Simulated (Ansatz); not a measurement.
**GaSb: a line through a two-coordinate scan**

How does the energy of GaSb (Immm, No. 71; 2 atoms in the cell) vary with strain +e along z and -e/2 along x and y, at strain +e along x and -e along y = 2 %?

Computed with Ansatz 0.2.0 (DFT LDA, scalar-relativistic, plane waves, PAW, unless a step's input says otherwise).

2 further runs of the same task are left out: 1 that didn't finish, 1 set aside as unsound or not needed.

## (1) The system as given

Symmetry: Immm, No. 71, orthorhombic system. Conventional cell: a = 3.152 Å, b = 5.011 Å, c = 5.608 Å, α = 90.00°, β = 90.00°, γ = 90.00°. Around Ga (site symmetry mmm) lie 6 Sb at 2.80 to 2.96 Å and 2 Ga at 3.15 Å. Around Sb (site symmetry mmm) lie 6 Ga at 2.80 to 2.96 Å and 2 Sb at 3.15 Å.

Coordinates:

```cif
data_structure
_symmetry_space_group_name_H-M 'P 1'
_symmetry_Int_Tables_number 1
_cell_length_a 4.0773
_cell_length_b 4.0773
_cell_length_c 4.0773
_cell_angle_alpha 134.525
_cell_angle_beta 104.167
_cell_angle_gamma 93.097
_cell_volume 44.29
loop_
_atom_site_label
_atom_site_type_symbol
_atom_site_fract_x
_atom_site_fract_y
_atom_site_fract_z
_atom_site_occupancy
Ga1 Ga 0.00000 0.00000 0.00000 1
Sb1 Sb 0.50000 0.50000 0.00000 1
```

It goes back to an entry of the Materials Project, which need not be the stable form.

It is the result of an earlier relaxation at this level (volume 22.14 Å³/atom; gap on the mesh: none (metal)).

## (2) What is varied

The energy is mapped over two homogeneous strains (x along [1 0 0], y along [0 1 0], z along [0 0 1] of the conventional cell).

- strain +e along x and -e along y: 5 values from −4 to 4 %
- strain +e along z and -e/2 along x and y: 5 values from −15.0 to 15.0 %

Nothing else is relaxed (symmetry fixes all fractional coordinates). Energies count from the relaxed crystal. Points are written as (first, second).

## (3) The run at (2 %, −15.0 %)

input.yaml

```yaml
crystal:
  lattice:
    - [-1.7256287658, 2.6433457193, 2.3835103098]
    - [1.7256287658, -2.6433457193, 2.3835103098]
    - [1.7256287658, 2.6433457193, -2.3835103098]
  atoms:
    - { symbol: Ga, position: [0.0, 0.0, 0.0] }
    - { symbol: Sb, position: [0.5, 0.5, 0.0] }
basis:
  ecutwfc: 420
kpoints:
  mp_grid: { grid: [16, 16, 16] }
hamiltonian:
  xc: lda
  pseudopotentials: { kind: paw, azcp: { folder: soft_1 } }
scf:
  occupations: { method: gaussian, width: 0.15 }
output:
  forces: true
  stress: true
  eigenvalues: true
```

Started as:

```
$ ansatz run input.yaml --threads 2 --pin off --max-ram 4096MiB --backend cpu --events-out ev --progress --plain --runs-dir out
```

The log of the run (excerpt; [...] marks lines left out):

```text
Warning: <dir> the record states the generating functional pbe (its physics header spells it `PBE`), which answers neither for hamiltonian.xc's functional nor for the lda family's — results may be inconsistent (PPs are generated against a specific XC)
[...]
Warning: RAYON_NUM_THREADS=2 ignored (pool sized by the plan → 2); use --threads N
[...]
Pseudopotentials: kind: paw
Pseudopotential: Ga, paw, valence charge 13, recommended cutoff 420 eV (normal), <dir>
Pseudopotential: Sb, paw, valence charge 15, recommended cutoff 420 eV (normal), <dir>
Functional definition: SPW92
[...]
Crystal: 2 atoms, lattice volume = 43.489 Å³
Basis set: ecut = 420 eV, 847 PW (Γ)
Bands: 18, of which v1, the nominal top of the filled ones, is band 14 counted from 1 (13 counted from 0)
Symmetry: 8 space group operations
Space group: Immm (ITA 71), of the structure as read, at distance tolerance 3.5e-5 Å
k-points: 621 of 4096
[...]
SCF iter   1: F=—  HF=-10041.924062 eV  |F-HF|=—  |Δ(HF+E_count)|=         —  Δρ=2.62e-2  dr2=2.40e-1  ethr=3.10e-3  ⟨swp⟩=5.9  Hψ=56640  notcnv=0
[...]
SCF iter   8: F=-10041.845863 eV  HF=-10041.845863 eV  |F-HF|=1.40e-8  |Δ(HF+E_count)|=   6.71e-8  Δρ=7.66e-6  dr2=3.80e-8  ethr=3.57e-10  ⟨swp⟩=4.3  Hψ=50962  notcnv=0
the search or the solves at the SCF's close seem to have found levels that the self-consistency loop had missed (the run counts 1). By its estimate they hold under 1e-12 electrons; where the run keeps them, the occupations were computed again with them
[...]
SCF converged after 8 iterations
Free energy (F): -10041.845863 eV
[...]
E sigma→0 (E₀):  -10041.840945 eV
Entropy (-TS):   -0.009835 eV (-4.918 meV/atom)
Fermi energy:    11.304219 eV
[...]
--- Forces (eV/Å), atoms counted from 1 ---
  atom   1  Ga     0.00000000     0.00000000    -0.00000000
  atom   2  Sb    -0.00000000     0.00000000     0.00000000
[...]
--- Stress (GPa, compression-positive) ---
       -5.521602      -0.000000       0.000000
       -0.000000      -6.290434      -0.000000
        0.000000      -0.000000      46.035434
  P = ⅓ Tr σ = 11.4078 GPa (114.078 kbar)
--- Band table (eV; the first three rows and the last of 621) ---
  k-point 0: bands = ["-17.8195", "-17.6993", "-17.6887", "-17.6293", "-17.6176", "-4.3089", "-4.1165", "-4.0862", "-4.0439", "-4.0264", "-1.4948", "8.5122", "10.5375", "11.1629", "14.4157", "15.5699", "16.1206", "17.1831"]
[...]
```

Wall time 28 s (2 threads of Arm Neoverse N1, shared host); peak memory 0.63 GiB.

Energy on the map's scale: 487 meV/atom.

## (4) Grid point (2 %, −7.5 %)

Changes to input.yaml since step 3:

```diff
@@ -2,5 +2,5 @@
   lattice:
-    - [-1.7256287658, 2.6433457193, 2.3835103098]
-    - [1.7256287658, -2.6433457193, 2.3835103098]
-    - [1.7256287658, 2.6433457193, -2.3835103098]
+    - [-1.6665318903, 2.5493879331, 2.593820043]
+    - [1.6665318903, -2.5493879331, 2.593820043]
+    - [1.6665318903, 2.5493879331, -2.593820043]
   atoms:
```

Started as:

```
$ ansatz run input.yaml --threads 2 --pin off --max-ram 4096MiB --backend cpu --events-out ev --progress --plain --runs-dir out
```

The log of the run (excerpt; [...] marks lines left out):

```text
Warning: <dir> the record states the generating functional pbe (its physics header spells it `PBE`), which answers neither for hamiltonian.xc's functional nor for the lda family's — results may be inconsistent (PPs are generated against a specific XC)
[...]
Warning: RAYON_NUM_THREADS=2 ignored (pool sized by the plan → 2); use --threads N
[...]
[... 4 set-up lines as earlier in the session ...]
[...]
Crystal: 2 atoms, lattice volume = 44.081 Å³
Basis set: ecut = 420 eV, 873 PW (Γ)
Bands: 18, of which v1, the nominal top of the filled ones, is band 14 counted from 1 (13 counted from 0)
[... 2 set-up lines as earlier in the session ...]
k-points: 621 of 4096
[...]
the search or the solves at the SCF's close seem to have found levels that the self-consistency loop had missed (the run counts 1). By its estimate they hold under 1e-12 electrons; where the run keeps them, the occupations were computed again with them
[...]
SCF converged after 8 iterations
Free energy (F): -10042.627480 eV
[...]
E sigma→0 (E₀):  -10042.623283 eV
Entropy (-TS):   -0.008394 eV (-4.197 meV/atom)
Fermi energy:    11.120208 eV
[...]
--- Forces (eV/Å), atoms counted from 1 ---
  atom   1  Ga     0.00000000     0.00000000     0.00000000
  atom   2  Sb     0.00000000     0.00000000    -0.00000000
[...]
--- Stress (GPa, compression-positive) ---
       -4.238224       0.000000       0.000000
        0.000000      -3.734702       0.000000
        0.000000       0.000000      15.558810
  P = ⅓ Tr σ = 2.5286 GPa (25.286 kbar)
--- Band table (eV; the first three rows and the last of 621) ---
  k-point 0: bands = ["-17.8569", "-17.7902", "-17.7765", "-17.7739", "-17.7682", "-4.0848", "-4.0069", "-3.9991", "-3.9767", "-3.9729", "-1.5205", "9.0623", "9.5116", "9.9344", "15.0137", "15.0649", "17.3416", "17.6001"]
[...]
```

Wall time 30 s (2 threads of Arm Neoverse N1, shared host); peak memory 0.64 GiB.

That is 97 meV/atom from the zero.

## (5) Point (2 %, 0.0 %)

Changes to input.yaml since step 4:

```diff
@@ -2,5 +2,5 @@
   lattice:
-    - [-1.6665318903, 2.5493879331, 2.593820043]
-    - [1.6665318903, -2.5493879331, 2.593820043]
-    - [1.6665318903, 2.5493879331, -2.593820043]
+    - [-1.6074350147, 2.4554301469, 2.8041297762]
+    - [1.6074350147, -2.4554301469, 2.8041297762]
+    - [1.6074350147, 2.4554301469, -2.8041297762]
   atoms:
```

Started as:

```
$ ansatz run input.yaml --threads 2 --pin off --max-ram 4096MiB --backend cpu --events-out ev --progress --plain --runs-dir out
```

The log of the run (excerpt; [...] marks lines left out):

```text
Warning: <dir> the record states the generating functional pbe (its physics header spells it `PBE`), which answers neither for hamiltonian.xc's functional nor for the lda family's — results may be inconsistent (PPs are generated against a specific XC)
[...]
Warning: RAYON_NUM_THREADS=2 ignored (pool sized by the plan → 2); use --threads N
[...]
[... 4 set-up lines as earlier in the session ...]
[...]
Crystal: 2 atoms, lattice volume = 44.271 Å³
Basis set: ecut = 420 eV, 873 PW (Γ)
Bands: 18, of which v1, the nominal top of the filled ones, is band 14 counted from 1 (13 counted from 0)
[... 2 set-up lines as earlier in the session ...]
k-points: 621 of 4096
[...]
SCF iter   1: F=—  HF=-10042.893287 eV  |F-HF|=—  |Δ(HF+E_count)|=         —  Δρ=2.31e-2  dr2=2.33e-1  ethr=3.10e-3  ⟨swp⟩=5.7  Hψ=55697  notcnv=0
[...]
SCF iter   8: F=-10042.816590 eV  HF=-10042.816590 eV  |F-HF|=3.81e-9  |Δ(HF+E_count)|=   1.79e-7  Δρ=5.81e-6  dr2=1.48e-8  ethr=3.57e-10  ⟨swp⟩=4.1  Hψ=52568  notcnv=0
[...]
SCF converged after 8 iterations
Free energy (F): -10042.816590 eV
[...]
E sigma→0 (E₀):  -10042.811993 eV
Entropy (-TS):   -0.009194 eV (-4.597 meV/atom)
Fermi energy:    11.033449 eV
[...]
--- Forces (eV/Å), atoms counted from 1 ---
  atom   1  Ga    -0.00000000    -0.00000000     0.00000000
  atom   2  Sb     0.00000000    -0.00000000     0.00000000
[...]
--- Stress (GPa, compression-positive) ---
       -0.362304       0.000000       0.000000
        0.000000       0.741449      -0.000000
        0.000000      -0.000000       0.054429
  P = ⅓ Tr σ = 0.1445 GPa (1.445 kbar)
--- Band table (eV; the first three rows and the last of 621) ---
  k-point 0: bands = ["-17.9202", "-17.8410", "-17.8201", "-17.8112", "-17.8088", "-4.0263", "-3.9528", "-3.9511", "-3.9476", "-3.9106", "-1.5516", "8.9291", "8.9674", "9.7520", "14.8305", "15.2866", "17.5415", "18.3960"]
[...]
```

It took 24 s on 2 threads of Arm Neoverse N1, shared host; peak memory 0.63 GiB.

That is 2.1 meV/atom from the zero.

## (6) Point (2 %, 7.5 %)

Changes to input.yaml since step 5:

```diff
@@ -2,5 +2,5 @@
   lattice:
-    - [-1.6074350147, 2.4554301469, 2.8041297762]
-    - [1.6074350147, -2.4554301469, 2.8041297762]
-    - [1.6074350147, 2.4554301469, -2.8041297762]
+    - [-1.5483381392, 2.3614723606, 3.0144395094]
+    - [1.5483381392, -2.3614723606, 3.0144395094]
+    - [1.5483381392, 2.3614723606, -3.0144395094]
   atoms:
```

Started as:

```
$ ansatz run input.yaml --threads 2 --pin off --max-ram 4096MiB --backend cpu --events-out ev --progress --plain --runs-dir out
```

The log of the run (excerpt; [...] marks lines left out):

```text
Warning: <dir> the record states the generating functional pbe (its physics header spells it `PBE`), which answers neither for hamiltonian.xc's functional nor for the lda family's — results may be inconsistent (PPs are generated against a specific XC)
[...]
Warning: RAYON_NUM_THREADS=2 ignored (pool sized by the plan → 2); use --threads N
[...]
[... 4 set-up lines as earlier in the session ...]
[...]
Crystal: 2 atoms, lattice volume = 44.087 Å³
Basis set: ecut = 420 eV, 841 PW (Γ)
Bands: 18, of which v1, the nominal top of the filled ones, is band 14 counted from 1 (13 counted from 0)
[... 2 set-up lines as earlier in the session ...]
k-points: 621 of 4096
[...]
SCF iter   1: F=—  HF=-10042.737325 eV  |F-HF|=—  |Δ(HF+E_count)|=         —  Δρ=2.22e-2  dr2=2.26e-1  ethr=3.10e-3  ⟨swp⟩=5.8  Hψ=56231  notcnv=0
[...]
SCF iter   8: F=-10042.662128 eV  HF=-10042.662128 eV  |F-HF|=2.29e-8  |Δ(HF+E_count)|=   3.62e-7  Δρ=7.85e-6  dr2=3.89e-8  ethr=3.57e-10  ⟨swp⟩=4.4  Hψ=51595  notcnv=0
[...]
SCF converged after 8 iterations
Free energy (F): -10042.662128 eV
[...]
E sigma→0 (E₀):  -10042.657987 eV
Entropy (-TS):   -0.008282 eV (-4.141 meV/atom)
Fermi energy:    11.098561 eV
[...]
--- Forces (eV/Å), atoms counted from 1 ---
  atom   1  Ga     0.00000000     0.00000000     0.00000000
  atom   2  Sb     0.00000000     0.00000000    -0.00000000
[...]
--- Stress (GPa, compression-positive) ---
        6.487694       0.000000       0.000000
        0.000000       7.602488       0.000000
        0.000000       0.000000      -7.740726
  P = ⅓ Tr σ = 2.1165 GPa (21.165 kbar)
--- Band table (eV; the first three rows and the last of 621) ---
  k-point 0: bands = ["-17.9307", "-17.8269", "-17.7667", "-17.7652", "-17.7643", "-4.0154", "-3.9334", "-3.9160", "-3.9140", "-3.8587", "-1.6101", "8.2184", "8.6944", "10.4886", "14.9500", "15.2277", "15.5240", "18.9402"]
[...]
```

Run time: 25 s. Hardware: 2 threads of Arm Neoverse N1, shared host; peak memory 0.63 GiB.

Energy on the map's scale: 79 meV/atom.

## (7) Grid point (2 %, 15.0 %)

Changes to input.yaml since step 6:

```diff
@@ -2,5 +2,5 @@
   lattice:
-    - [-1.5483381392, 2.3614723606, 3.0144395094]
-    - [1.5483381392, -2.3614723606, 3.0144395094]
-    - [1.5483381392, 2.3614723606, -3.0144395094]
+    - [-1.4892412636, 2.2675145744, 3.2247492426]
+    - [1.4892412636, -2.2675145744, 3.2247492426]
+    - [1.4892412636, 2.2675145744, -3.2247492426]
   atoms:
@@ -21 +21,5 @@
   eigenvalues: true
+  write_density: true
+  write_potential: true
+  elf: true
+  volumetric_format: npy
```

Started as:

```
$ ansatz run input.yaml --threads 2 --pin off --max-ram 4096MiB --backend cpu --events-out ev --progress --plain --runs-dir out
```

The log of the run (excerpt; [...] marks lines left out):

```text
Warning: <dir> the record states the generating functional pbe (its physics header spells it `PBE`), which answers neither for hamiltonian.xc's functional nor for the lda family's — results may be inconsistent (PPs are generated against a specific XC)
[...]
Warning: RAYON_NUM_THREADS=2 ignored (pool sized by the plan → 2); use --threads N
[...]
[... 4 set-up lines as earlier in the session ...]
[...]
Crystal: 2 atoms, lattice volume = 43.558 Å³
Basis set: ecut = 420 eV, 821 PW (Γ)
Bands: 18, of which v1, the nominal top of the filled ones, is band 14 counted from 1 (13 counted from 0)
[... 2 set-up lines as earlier in the session ...]
k-points: 621 of 4096
[...]
SCF iter   1: F=—  HF=-10042.308593 eV  |F-HF|=—  |Δ(HF+E_count)|=         —  Δρ=2.18e-2  dr2=2.30e-1  ethr=3.10e-3  ⟨swp⟩=5.9  Hψ=55784  notcnv=0
[...]
SCF iter   8: F=-10042.231858 eV  HF=-10042.231858 eV  |F-HF|=3.27e-8  |Δ(HF+E_count)|=   3.51e-7  Δρ=1.07e-5  dr2=7.69e-8  ethr=3.57e-10  ⟨swp⟩=8.5  Hψ=83776  notcnv=0
[...]
SCF converged after 8 iterations
Free energy (F): -10042.231858 eV
[...]
E sigma→0 (E₀):  -10042.226784 eV
Entropy (-TS):   -0.010147 eV (-5.074 meV/atom)
Fermi energy:    11.340492 eV
[...]
--- Forces (eV/Å), atoms counted from 1 ---
  atom   1  Ga    -0.00000000     0.00000000     0.00000000
  atom   2  Sb     0.00000000     0.00000000     0.00000000
[...]
--- Stress (GPa, compression-positive) ---
       17.079234       0.000000       0.000000
        0.000000      17.990576      -0.000000
        0.000000      -0.000000      -9.905174
  P = ⅓ Tr σ = 8.3882 GPa (83.882 kbar)
--- Band table (eV; the first three rows and the last of 621) ---
  k-point 0: bands = ["-17.8470", "-17.6982", "-17.6217", "-17.6144", "-17.5952", "-3.9820", "-3.9233", "-3.8501", "-3.8390", "-3.7714", "-1.6957", "7.6693", "8.7601", "11.0946", "13.6590", "15.3263", "15.9697", "17.2583"]
[...]
```

Wall time 33 s (2 threads of Arm Neoverse N1, shared host); peak memory 0.61 GiB.

Axes a, b and c in the maps are those of this run's conventional cell (a, b, c = 2.978, 4.535, 6.449 Å).

Density in a lattice plane of the grid's cell (edges 2.98 and 6.45 Å, at 0.000 of the third edge), which holds Ga and Sb.

Ten even steps from '0' (0.05 e/Å³) to '9' (50.53 e/Å³):
```
320000000002
000000000000
000000000000
000000000000
000000000000
000000000000
000000000000
000000000000
210000000001
321000000012
210000000001
000000000000
000000000000
000000000000
000000000000
000000000000
000000000000
000000000000
320000000002
951000000015
```
Columns run along the first of these edges and rows up along the second, over one cell in 12 and 20 even steps from the bottom left corner. Atoms in the plane (fractional): Ga at (0.00, 0.00), Sb at (0.00, 0.50).

ELF in the same plane.

Ten even steps from '0' (0.05) to '9' (0.61):
```
002444444420
234443234443
444432123444
554320002345
876420002467
999742124799
777864346877
335665456653
002566566520
101466666410
002566566520
335665456653
777864346877
999742124799
876420002467
554320002345
444432123444
234443234443
002444444420
701444444410
```
Columns run along the first of these edges and rows up along the second, over one cell in 12 and 20 even steps from the bottom left corner. Atoms in the plane (fractional): Ga at (0.00, 0.00), Sb at (0.00, 0.50).

Both are smooth fields of the valence electrons: close to the nuclei they are not physical.

The highest ELF values outside the cores: 0.62 on the Sb–Ga line, 1.3 Å from Sb.

That is 294 meV/atom from the zero.

## (8) What came out

| strain +e along z and -e/2 along x and y (%) | step | energy (meV/atom) | slope (meV/atom per %) | pressure (GPa) |
| --- | --- | --- | --- | --- |
| −15.0 | 3 | 487 | −81 | 11.4 |
| −7.5 | 4 | 97 | −28 | 2.5 |
| 0.0 | 5 | 2.1 | 0 | 0.1 |
| 7.5 | 6 | 79 | 20 | 2.1 |
| 15.0 | 7 | 294 | 38 | 8.4 |

Energies count from the relaxed crystal. Slopes come from the forces (and the stress, where the cell changes), not from differences of energies.

**Reading.** The lowest point of the line is at 0.0 %, 2.1 meV/atom from the zero. Energies and slopes round the minimum, fitted together, put the minimum at −0.08 %, with a curvature of about 2.9 meV/atom per %². Divided by the reference volume, that is a stiffness of about 210 GPa for this pattern of strain. The well is lopsided: two grid steps out, the energy rises by 485 meV/atom towards smaller values and 292 meV/atom towards larger ones. The highest point computed, at −15.0 %, lies 485 meV/atom above the lowest. This is one cut through a surface in two coordinates; the map's lowest point lies off it. The runs treat Sb without spin-orbit coupling.
